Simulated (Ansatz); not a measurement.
# SnSe: how the settings move a relaxation

Aim: see which settings change the result for SnSe, by how much, and at what cost.

Program: Ansatz 0.2.0. Level of theory: reference: DFT, PBEsol, PAW with Ansatz's default frozen-core files, scalar-relativistic. These are calculated values, not measurements.

### 1 The structure to begin with

It takes space group Fm-3m (No. 225, cubic). Conventional cell: a = 5.813 Å, b = 5.813 Å, c = 5.813 Å, α = 90.00°, β = 90.00°, γ = 90.00°. Around Sn (site symmetry m-3m) lie 6 Se at 2.91 Å. Se (site symmetry m-3m) is surrounded by 6 Sn at 2.91 Å.

Coordinates:

```
CELL_PARAMETERS angstrom
0.00000 2.90654 2.90654
2.90654 0.00000 2.90654
2.90654 2.90654 0.00000
ATOMIC_POSITIONS crystal
Sn 0.00000 0.00000 0.00000
Se 0.50000 0.50000 0.50000
```

### 2 Baseline

The input, input.yaml:

```yaml
crystal:
  lattice:
    - [0.0, 2.9065417928, 2.9065417928]
    - [2.9065417928, 0.0, 2.9065417928]
    - [2.9065417928, 2.9065417928, 0.0]
  atoms:
    - { symbol: Sn, position: [0.0, 0.0, 0.0] }
    - { symbol: Se, position: [0.5, 0.5, 0.5] }
kpoints:
  mp_grid: { grid: [10, 10, 10] }
scf:
  occupations: { method: fermi_dirac, width: 0.05 }
hamiltonian:
  xc: pbesol
  pseudopotentials: { kind: paw }
output:
  forces: true
  stress: true
relax:
  f_tol: 0.01
  max_steps: 30
```

The run is started by

```
> ansatz run input.yaml --threads 1 --pin off --max-ram 2048MiB --backend cpu --events-out ev --progress --plain --runs-dir out
```

The main lines of its log:

```text
[...]
Basis set: ecut = 420 eV, 941 PW (Γ), exchange–correlation on 60×60×60 points (8 copies of the dense FFT grid, shifted against one another)
[...]
k-points: 47 of 1000
[...]
SCF iter   1: F=—  HF=-11374.811665 eV  |F-HF|=—  |Δ(HF+E_count)|=         —  Δρ=2.95e-3  dr2=5.88e-3  ethr=1.77e-3  ⟨swp⟩=5.9  Hψ=4332  notcnv=0
preconditioner: auto → none  [insulator: Δε(μ)=0.310 eV  Ē_g=17.648 eV  σ=0.050 eV  W_gap=0.91  n_scr=14 (ndim 8)  ℏωp=23.7 eV  f_vac=0.006  D(μ)=0.06/eV (n_scr^D=0)  ε∞_Penn≈2.8]
SCF iter   2: F=—  HF=-11374.808398 eV  |F-HF|=—  |Δ(HF+E_count)|=   3.27e-3  Δρ=1.12e-3  dr2=9.90e-4  ethr=1.96e-5  ⟨swp⟩=2.4  Hψ=1766  notcnv=0
[...]
SCF iter   5: F=-11374.808140 eV  HF=-11374.808140 eV  |F-HF|=3.86e-8  |Δ(HF+E_count)|=   1.04e-7  Δρ=1.08e-5  dr2=4.40e-8  ethr=1.35e-9  ⟨swp⟩=2.0  Hψ=1600  notcnv=0
SCF iter   6: F=-11374.808140 eV  HF=-11374.808140 eV  |F-HF|=7.20e-10  |Δ(HF+E_count)|=   1.36e-8  Δρ=1.47e-6  dr2=4.36e-10  ethr=1.47e-10  ⟨swp⟩=2.4  Hψ=3153  notcnv=0
[...]
relax step   1: F+E_penalty+E_count = -11374.80813979 eV  Δ(F+E_penalty+E_count) = +0.000e0 eV  max|allowed force component| = 7.987e-30 eV/Å  Δτ_max = 0.0000 Å  (6 SCF iters, accepted)
SCF converged after 6 iterations
Free energy (F): -11374.808140 eV
[...]
E sigma→0 (E₀):  -11374.807817 eV
[...]
Fermi energy:    10.824697 eV
[...]
  P = ⅓ Tr σ = 4.4975 GPa (44.975 kbar)
--- Relaxed structure (1 steps of the walk, 1 accepted, 0 SCFs on fresh bases) ---
[...]
```

Run time: 2 s. Hardware: 1 thread of Arm Neoverse V2, shared host; peak memory 0.35 GiB.

### 3 Changed: lower_state_search off, dispersion d4

Edit input.yaml of step 2 so:

```diff
@@ -12,2 +12,3 @@
   occupations: { method: fermi_dirac, width: 0.05 }
+  lower_state_search: "off"
 hamiltonian:
@@ -15,2 +16,3 @@
   pseudopotentials: { kind: paw }
+  dispersion: d4
 output:
```

The run is started by

```
> ansatz run input.yaml --threads 1 --pin off --max-ram 2048MiB --backend cpu --events-out ev --progress --plain --runs-dir out
```

The program printed, shortened:

```text
Warning: output.stress: scf.convergence.dr2_threshold = 1e-7 eV (the SCF's general default) is looser than the 2e-10 eV advised for a printed stress (1e-10 eV for each atom of the cell: 2). What an SCF threshold leaves in a stress goes as its square root, and in the free energy as the [...]
Pseudopotentials: kind: paw
Pseudopotential: Sn, paw, valence charge 14, recommended cutoff 420 eV (normal)
Pseudopotential: Se, paw, valence charge 16, recommended cutoff 420 eV (normal)
Functional definition: PBEsol
[...]
Crystal: 2 atoms, lattice volume = 49.109 Å³
Basis set: ecut = 420 eV, 941 PW (Γ), exchange–correlation on 60×60×60 points (8 copies of the dense FFT grid, shifted against one another)
Bands: 19, of which v1, the nominal top of the filled ones, is band 15 counted from 1 (14 counted from 0)
Symmetry: 48 space group operations
Space group: Fm-3m (ITA 225), of the structure as read, at distance tolerance 3.7e-5 Å
k-points: 47 of 1000
[...]
SCF iter   1: F=—  HF=-11375.304578 eV  |F-HF|=—  |Δ(HF+E_count)|=         —  Δρ=2.95e-3  dr2=5.88e-3  ethr=1.77e-3  ⟨swp⟩=5.9  Hψ=4332  notcnv=0
[...]
SCF iter   6: F=-11375.301053 eV  HF=-11375.301053 eV  |F-HF|=7.19e-10  |Δ(HF+E_count)|=   1.36e-8  Δρ=1.47e-6  dr2=4.36e-10  ethr=1.47e-10  ⟨swp⟩=2.4  Hψ=3153  notcnv=0
[...]
relax step   1: F+E_penalty+E_count = -11375.30105349 eV  Δ(F+E_penalty+E_count) = +0.000e0 eV  max|allowed force component| = 9.335e-30 eV/Å  Δτ_max = 0.0000 Å  (6 SCF iters, accepted)
SCF converged after 6 iterations
Free energy (F): -11375.301053 eV
[...]
E sigma→0 (E₀):  -11375.300730 eV
Entropy (-TS):   -0.000646 eV (-0.323 meV/atom)
Fermi energy:    10.824697 eV
[...]
--- Forces (eV/Å), atoms counted from 1 ---
  atom   1  Sn    -0.00000000     0.00000000     0.00000000
  atom   2  Se     0.00000000    -0.00000000    -0.00000000
[...]
--- Stress (GPa, compression-positive) ---
        2.946574      -0.000000       0.000000
        0.000000       2.946574      -0.000000
       -0.000000       0.000000       2.946574
  P = ⅓ Tr σ = 2.9466 GPa (29.466 kbar)
--- Relaxed structure (1 steps of the walk, 1 accepted, 0 SCFs on fresh bases) ---
  F+E_penalty+E_count = -11375.30105349 eV   max|allowed force component| = 9.335e-30 eV/Å
  atoms:
    - { symbol: Sn, position: [0.0, 0.0, 0.0] }
    - { symbol: Se, position: [0.5, 0.5, 0.5] }
```

Run time: 2 s. Hardware: 1 thread of Arm Neoverse V2, shared host; peak memory 0.35 GiB.

The energy moves by -246.5 meV/atom, nearly all of it the dispersion term itself (-246.5 meV/atom); that offset belongs to the model and is no gain or loss of stability; the pressure goes from 4.5 to 2.9 GPa.

### 4 Side by side

```tsv
run	ending	energy change	pressure (GPa)	gap (eV)	force (eV/Å)	cycles	time
reference	converged	0	4.5	0.33	0.00	6	2 s
1: lower_state_search off, dispersion d4	converged	-246.5 meV/atom (offset of the dispersion model)	2.9	0.33	0.00	6	2 s
```

**Reading.** The energy moves by -246.5 meV/atom, nearly all of it the dispersion term itself (-246.5 meV/atom); that offset belongs to the model and is no gain or loss of stability; the pressure goes from 4.5 to 2.9 GPa. Symmetry fixes the atoms and the cell is held, so no setting can move this relaxation. 
